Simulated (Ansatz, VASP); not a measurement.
## CdTe: VASP beside Ansatz

Wanted: the spread between two codes on one cell, functional and k mesh. The cell is taken from a series of VASP runs on this material, whose earlier steps may have relaxed, scaled or displaced it; both programs get it as it stands.

Method: plane waves, with VASP 6.6.1 beside it; band structure at HSE06, spin-orbit coupling, in Ansatz 0.2.0.

### 1. Starting point

It takes space group F-43m (No. 216, cubic). The conventional cell has a = 6.280 Å, b = 6.280 Å, c = 6.280 Å, α = 90.00°, β = 90.00°, γ = 90.00°. Te has 4 Cd at 2.72 Å nearest. Cd has 4 Te at 2.72 Å nearest. Farther neighbours and most contacts between anions are not listed.

### 2. Ansatz: band structure, HSE06, spin-orbit coupling

Ansatz runs on its fully relativistic PAW (standard-fr) files.

The same path points are solved in both programs, so levels can be compared one by one.

File input.yaml:

```yaml
crystal:
  lattice:
    - [0.0, 3.14, 3.14]
    - [3.14, 0.0, 3.14]
    - [3.14, 3.14, 0.0]
  atoms:
    - { symbol: Te, position: [0.75, 0.75, 0.75] }
    - { symbol: Cd, position: [0.0, 0.0, 0.0] }
hamiltonian:
  xc: { exchange: pbe, correlation: pbe, exx: { coeff: 0.25, omega: 0.2 } }
  pseudopotentials: { kind: paw_fr }
magnetization:
  noncollinear: true
  spin_orbit: true
kpoints:
  mp_grid: { grid: [4, 4, 4] }
  band_path:
    path:
      - [0.0, 0.0, 0.0]
      - [0.5, 0.0, 0.5]
      - [0.5, 0.22222, 0.72222]
      - [0.40278, 0.34722, 0.75]
      - [0.125, 0.125, 0.25]
      - [0.27778, 0.27778, 0.27778]
      - [0.55556, 0.38889, 0.55556]
      - [0.58333, 0.25, 0.66667]
      - [0.5, 0.30556, 0.69444]
      - [0.48611, 0.48611, 0.52778]
      - [0.625, 0.25, 0.625]
      - [0.5, 0.0, 0.5]
    npoints: 1
scf:
  occupations: { method: gaussian, width: 0.03 }
  n_extra_bands: 14
output:
  forces: true
  stress: true
  eigenvalues: true
```

Launch:

```bash
$ ansatz run input.yaml --threads 4 --pin off --max-ram 9216MiB --backend cpu --events-out ev --progress --plain --runs-dir out
```

Numbers of over 12 decimals in the logs are rounded to 6 here.

Output:

```text
Warning: output.stress: scf.convergence.dr2_threshold = 1e-7 eV (the SCF's general default) is looser than the 2e-10 eV advised for a printed stress (1e-10 eV for each atom of the cell: 2). What an SCF threshold leaves in a stress goes as its square root, and in the free energy as the threshold itself, and one threshold admits the most on a small cell: [figures from the program's tests cut] Set scf.convergence.dr2_threshold to 2e-10 eV or tighter. The threshold is an SCF's pass mark: one that does not reach it within its budget of iterations ends unconverged, or closes short of it on a stop that the run arms, and scf.convergence.dr2_threshold's page says what that costs each kind of run
Warning: output.stress: scf.exx.energy_threshold = 1e-6 eV is looser than the 2e-8 eV advised for a stress under a hybrid functional (1e-8 eV for each atom of the cell: 2). Every SCF of the exchange loop can meet its threshold on dr2 while the loop round them stops early: no threshold on dr2 bounds what that leaves in the stress. Set scf.exx.energy_threshold to 2e-8 eV or tighter. The threshold is the loop's pass mark: a loop that does not reach it within its budget of cycles ends unconverged, and scf.exx.energy_threshold's page has the law
scf.n_extra_bands = 14 over 36 filled bands (N_el = 36.0): the run solves 50 bands
Engine: ansatz 0.2.0, aarch64-unknown-linux-gnu
Pseudopotentials: kind: paw_fr
Pseudopotential: Te, paw_fr, valence charge 16, recommended cutoff 420 eV (normal), Te.paw.azcp#standard-fr
Pseudopotential: Cd, paw_fr, valence charge 20, recommended cutoff 420 eV (normal), Cd.paw.azcp#standard-fr
Functional definition: unnamed
  parameter a_1 = 0.25
  parameter omega_1 = 0.2/angstrom
  exchange = pbe_x + (-a_1)*pbe_x_sr(omega_1) + a_1*exact_x_sr(omega_1)
  correlation = pbe_c
non-collinear run that drives no moment, with spin-orbit: no starting moment large enough to seed its density (crystal.atoms[].spin), no starting occupations that ask for one, no magnetisation constraint and no magnetic field, so the semilocal B_xc is pinned to zero
Crystal: 2 atoms, lattice volume = 61.918 Å³
Basis set: ecut = 420 eV, 1243 PW (Γ), exchange–correlation on 60×60×60 points (8 copies of the dense FFT grid, shifted against one another)
Bands: 50, of which v1, the nominal top of the filled ones, is band 36 counted from 1 (35 counted from 0)
Symmetry: 24 space group operations + 24 with time reversal
Magnetic group: BNS 216.75 (UNI 1577), of the structure as read, at distance tolerance 4.0e-5 Å
k-points: 8 of 64 (time reversal used)
Projection manifold: j_resolved (fully-relativistic pseudo-atomic orbitals)
Non-local potential: Te, projectors of the file, l = 0: 2, l = 1: 4, l = 2: 4, l = 3: 4
Non-local potential: Cd, projectors of the file, l = 0: 3, l = 1: 4, l = 2: 4, l = 3: 2
PAW form: soft (Blöchl's): semilocal exchange-correlation on the pseudo side does not see the compensation charge
PAW frozen core: Te, regenerated for the run's functional, and the local potential with it (the file was generated under x = pbe(κ = 0.804, μ = 0.219515), c = pbe(β = 0.066725))
PAW frozen core: Cd, regenerated for the run's functional, and the local potential with it (the file was generated under x = pbe(κ = 0.804, μ = 0.219515), c = pbe(β = 0.066725))
PAW one-centre angular grid: Te, 590 points (default); XC on 96 Gauss nodes
PAW one-centre angular grid: Cd, 590 points (default); XC on 96 Gauss nodes
Initial density: superposition of atomic densities (chi_scale 0.1, normalization cell, long waves kept (reshape's long-wave potential 0.00 eV rms))
Initial wavefunctions: pseudopotential atomic-orbital guess
Functional: x = pbe(κ = 0.804, μ = 0.219515), c = pbe(β = 0.066725), warm-up for x = pbe(κ = 0.804, μ = 0.219515) + 0.25 (exact − pbe) at short range (hse, ω = 0.2 Å⁻¹), c = pbe(β = 0.066725)
iter 1 solved again at ethr=6.26e-4 eV; its pass at ethr=1.00e-1 eV (dr2=2.25e-1 eV) is discarded
SCF iter   1: F=—  HF=-15240.477334 eV  |F-HF|=—  |Δ(HF+E_count)|=         —  Δρ=2.31e-2  dr2=2.26e-1  dr2_m=0.00e0 (ungated)  ethr=6.26e-4  |M|=0.00e0 ∫|m|=0.00e0 μB  |m|>n=0.0e0 m-floor=0.0e0 τ_xc=0.0e0  β_m=0.30  ⟨swp⟩=6.9  Hψ=2521  notcnv=0
preconditioner: auto → none  [insulator: Δε(μ)=0.750 eV  Ē_g=14.060 eV  σ=0.030 eV  W_gap=1.00  n_scr=14 (ndim 8)  ℏωp=20.0 eV  f_vac=0.122  D(μ)=0.00/eV (n_scr^D=0)]
SCF iter   2: F=—  HF=-15240.443669 eV  |F-HF|=—  |Δ(HF+E_count)|=   3.37e-2  Δρ=1.38e-2  dr2=8.22e-2  dr2_m=0.00e0 (ungated)  ethr=6.26e-4  |M|=0.00e0 ∫|m|=0.00e0 μB  |m|>n=0.0e0 m-floor=0.0e0 τ_xc=0.0e0  β_m=0.49  ⟨swp⟩=2.0  Hψ=800  notcnv=0
iter 3 solved again at ethr=1.23e-5 eV; its pass at ethr=2.28e-4 eV (dr2=4.41e-3 eV) is discarded
SCF iter   3: F=—  HF=-15240.438191 eV  |F-HF|=—  |Δ(HF+E_count)|=   5.48e-3  Δρ=3.43e-3  dr2=4.22e-3  dr2_m=0.00e0 (ungated)  ethr=1.23e-5  |M|=0.00e0 ∫|m|=0.00e0 μB  |m|>n=0.0e0 m-floor=0.0e0 τ_xc=0.0e0  β_m=0.53  ⟨swp⟩=3.8  Hψ=1718  notcnv=0  defer=4
SCF iter   4: F=—  HF=-15240.438742 eV  |F-HF|=—  |Δ(HF+E_count)|=   5.51e-4  Δρ=6.44e-4  dr2=1.00e-4  dr2_m=0.00e0 (ungated)  ethr=1.17e-5  |M|=0.00e0 ∫|m|=0.00e0 μB  |m|>n=0.0e0 m-floor=0.0e0 τ_xc=0.0e0  β_m=0.66  ⟨swp⟩=2.8  Hψ=817  notcnv=0  defer=2
[...]
Frozen-core exchange: fock
SCF iter   1: F=—  HF=-15240.421284 eV  |F-HF|=—  |Δ(HF+E_count)|=         —  Δρ=5.67e-3  dr2=1.51e-2  dr2_m=0.00e0 (ungated)  ethr=2.58e-7  |M|=0.00e0 ∫|m|=0.00e0 μB  |m|>n=0.0e0 m-floor=0.0e0 τ_xc=0.0e0  β_m=0.30  ⟨swp⟩=8.2  Hψ=1974  notcnv=0
preconditioner: auto → none  [insulator: Δε(μ)=1.627 eV  Ē_g=15.857 eV  σ=0.030 eV  W_gap=1.00  n_scr=14 (ndim 8)  ℏωp=20.0 eV  f_vac=0.160  D(μ)=0.00/eV (n_scr^D=0)]
SCF iter   2: F=—  HF=-15240.417815 eV  |F-HF|=—  |Δ(HF+E_count)|=   3.47e-3  Δρ=2.77e-3  dr2=2.88e-3  dr2_m=0.00e0 (ungated)  ethr=2.58e-7  |M|=0.00e0 ∫|m|=0.00e0 μB  |m|>n=0.0e0 m-floor=0.0e0 τ_xc=0.0e0  β_m=0.48  ⟨swp⟩=4.0  Hψ=1169  notcnv=0
SCF iter   3: F=—  HF=-15240.423853 eV  |F-HF|=—  |Δ(HF+E_count)|=   6.04e-3  Δρ=1.23e-3  dr2=5.55e-4  dr2_m=0.00e0 (ungated)  ethr=2.58e-7  |M|=0.00e0 ∫|m|=0.00e0 μB  |m|>n=0.0e0 m-floor=0.0e0 τ_xc=0.0e0  β_m=0.48  ⟨swp⟩=4.0  Hψ=1273  notcnv=0
SCF iter   4: F=—  HF=-15240.423782 eV  |F-HF|=—  |Δ(HF+E_count)|=   7.09e-5  Δρ=3.01e-4  dr2=3.53e-5  dr2_m=0.00e0 (ungated)  ethr=2.58e-7  |M|=0.00e0 ∫|m|=0.00e0 μB  |m|>n=0.0e0 m-floor=0.0e0 τ_xc=0.0e0  β_m=0.63  ⟨swp⟩=3.0  Hψ=860  notcnv=0
SCF iter   5: F=-15240.423871 eV  HF=-15240.423871 eV  |F-HF|=6.19e-7  |Δ(HF+E_count)|=   8.94e-5  Δρ=5.66e-5  dr2=2.00e-6  dr2_m=0.00e0 (ungated)  ethr=7.25e-8  |M|=0.00e0 ∫|m|=0.00e0 μB  |m|>n=0.0e0 m-floor=0.0e0 τ_xc=0.0e0  ⟨swp⟩=4.0  Hψ=817  notcnv=0
SCF 2 stopped early in 5 iterations: F = -15240.423871 eV  dr2 = 2.00e-6
hybrid outer 1: dexx = +7.402e-3 eV, tail = 7.04e-5 eV
Projection manifold: j_resolved (fully-relativistic pseudo-atomic orbitals)
Exchange kernel: α = 0.2500, screened, ω = 0.2000 Å⁻¹, Wigner–Seitz truncation, v(0) = 1117.7293 eV·Å³, q-mesh 4×4×4, nearest image of the exchange supercell L = 17.76 Å, pair-density grid 18×18×18, without the augmentation charges, whose exchange is taken in its separable form by FFT convolution over the k-point mesh (sized by the pseudopotential files, 25×25×25 at the most), smooth part of the exact exchange by density-matrix convolution
Frozen-core exchange: fock
SCF iter   1: F=—  HF=-15240.424029 eV  |F-HF|=—  |Δ(HF+E_count)|=         —  Δρ=3.54e-5  dr2=5.93e-7  dr2_m=0.00e0 (ungated)  ethr=9.78e-7  |M|=0.00e0 ∫|m|=0.00e0 μB  |m|>n=0.0e0 m-floor=0.0e0 τ_xc=0.0e0  β_m=0.30  ⟨swp⟩=5.4  Hψ=965  notcnv=0
preconditioner: auto → none  [insulator: Δε(μ)=1.692 eV  Ē_g=15.794 eV  σ=0.030 eV  W_gap=1.00  n_scr=14 (ndim 8)  ℏωp=20.0 eV  f_vac=0.160  D(μ)=0.00/eV (n_scr^D=0)]
SCF iter   2: F=—  HF=-15240.424029 eV  |F-HF|=—  |Δ(HF+E_count)|=   5.15e-8  Δρ=1.86e-5  dr2=1.26e-7  dr2_m=0.00e0 (ungated)  ethr=1.57e-9  |M|=0.00e0 ∫|m|=0.00e0 μB  |m|>n=0.0e0 m-floor=0.0e0 τ_xc=0.0e0  β_m=0.65  ⟨swp⟩=4.0  Hψ=1044  notcnv=0
SCF iter   3: F=—  HF=-15240.424029 eV  |F-HF|=—  |Δ(HF+E_count)|=   2.13e-8  Δρ=4.26e-6  dr2=2.23e-8  dr2_m=0.00e0 (ungated)  ethr=2.75e-10  |M|=0.00e0 ∫|m|=0.00e0 μB  |m|>n=0.0e0 m-floor=0.0e0 τ_xc=0.0e0  β_m=0.73  ⟨swp⟩=3.1  Hψ=786  notcnv=0  defer=3
SCF iter   4: F=-15240.424029 eV  HF=-15240.424029 eV  |F-HF|=4.05e-9  |Δ(HF+E_count)|=   1.44e-7  Δρ=2.55e-6  dr2=4.42e-9  dr2_m=0.00e0 (ungated)  ethr=1.12e-11  |M|=0.00e0 ∫|m|=0.00e0 μB  |m|>n=0.0e0 m-floor=0.0e0 τ_xc=0.0e0  ⟨swp⟩=4.8  Hψ=1335  notcnv=0  defer=2
SCF 3 converged in 4 iterations: F = -15240.424029 eV  dr2 = 4.42e-9
  Residual-converged pass: ⟨swp⟩=2.0  Hψ=492  notcnv=0  max |occ|·‖R‖ = 2.2e-6 eV (tolerance 2.4e-6 eV)  dr2=4.42e-9  dr2_m=0.00e0 (ungated)  dr2_onsite=1.08e-9  max |Δocc| = 0.0e0
hybrid outer 2: dexx = +3.079e-7 eV, tail = 3.28e-8 eV, Δε = 2.90e-3 eV (about 1.11e-4 eV left of the loop's levels)
NSCF: frozen V_eff on 12 k-points
hybrid SCF converged: 2 outer / 9 inner (+5 warm-up), last move |dexx| = 3.08e-7 eV, tail = 3.28e-8 eV
Magnetization: |M| = 0.0000 μB,  M = (+0.0000, +0.0000, +0.0000) μB
Absolute magnetization: 0.0000 μB (∫|m|)
  site 0: m = (+0.0000, +0.0000, +0.0000) μB, |m| = 0.0000 μB  (R = 1.12 Å)
  site 1: m = (+0.0000, +0.0000, +0.0000) μB, |m| = 0.0000 μB  (R = 1.12 Å)
Free energy (F): -15240.424029 eV
Frozen-core exchange: fock
Harris-Foulkes:  -15240.424029 eV  (|F-HF|=4.05e-9)
Internal energy: -15240.424029 eV  (E = F + TS)
E sigma→0 (E₀):  -15240.424029 eV
Fermi energy:    9.544445 eV
--- Per-component energies (eV) ---
  E_band       = -839.301360
  E_kinetic    = 689.274623
  E_local      = -5213.328455  (includes V_loc(G=0)·N_el)
  E_nonlocal   = -278.727264
  E_hartree    = 2653.852637
  E_xc         = -242.087623
  E_vxc        = -260.564042  (∫ρ·V_xc dr)
  E_exx        = -134.293704  (= α·E_x^exact, valence–valence)
  E_paw        = -8677.736400  (= ΣΔE_a)
  E_vpaw       = -815.073620  (= ΣTr[D̂ρ^β])
  E_aug_tail   = -0.000161  (compensation charges beyond the density's cutoff)
  E_ewald      = -4036.611048
  E_core_change = -0.766634  (= ΣΔE_core)
  E_smearing   = -0.000000  (= −TS)
  E_closure    = -0.000000  (closes the sum)
  Σ components = -15240.424029   (vs F -15240.424029, Δ=1.82e-12)
--- Forces (eV/Å), atoms counted from 1 ---
  atom   1  Te     0.00000000    -0.00000000     0.00000000
  atom   2  Cd    -0.00000000     0.00000000     0.00000000
  max |Σ_I F_I| component: 1.34e-16 eV/Å
--- Stress (GPa, compression-positive) ---
        7.361415      -0.000000      -0.000000
        0.000000       7.361415       0.000000
        0.000000       0.000000       7.361415
  P = ⅓ Tr σ = 7.3614 GPa (73.614 kbar)
--- Band table (eV; the first three rows and the last of 8) ---
  k-point 0: bands = [... 32 lower, 8.6985, 8.6985, 8.6985, 8.6985, 10.3900, 10.3900, 13.5517, 13.5517, ... 10 higher]
  k-point 1: bands = [... 32 lower, 7.5428, 7.5428, 8.1205, 8.1436, 11.4303, 11.4303, 14.3287, 14.3287, ... 10 higher]
  k-point 2: bands = [... 32 lower, 7.0922, 7.0922, 7.6817, 7.6817, 11.1731, 11.1731, 14.3459, 14.3459, ... 10 higher]
  k-point 7: bands = [... 32 lower, 5.1304, 5.6268, 5.6517, 5.6604, 13.6328, 13.7996, 13.9982, 14.1771, ... 10 higher]
```

The job ended after 1.8 min (4 threads of Arm Neoverse V2, shared host; peak memory 1.4 GiB; 6.4 min of CPU time).

[end of part 1 of 2]

[Lines on the potential files, build, host, timing and source positions are cut from VASP's logs without a mark.]

[Logs are printed without paths, hosts, clocks, repeated set-up lines and the standing remarks that a program may print on its own settings, such as how far it seeks lower states.]

[Hosts, paths, dates, database ids (printed as entryN), source tags and the programs' standing remarks are cut or masked in the printed files.]
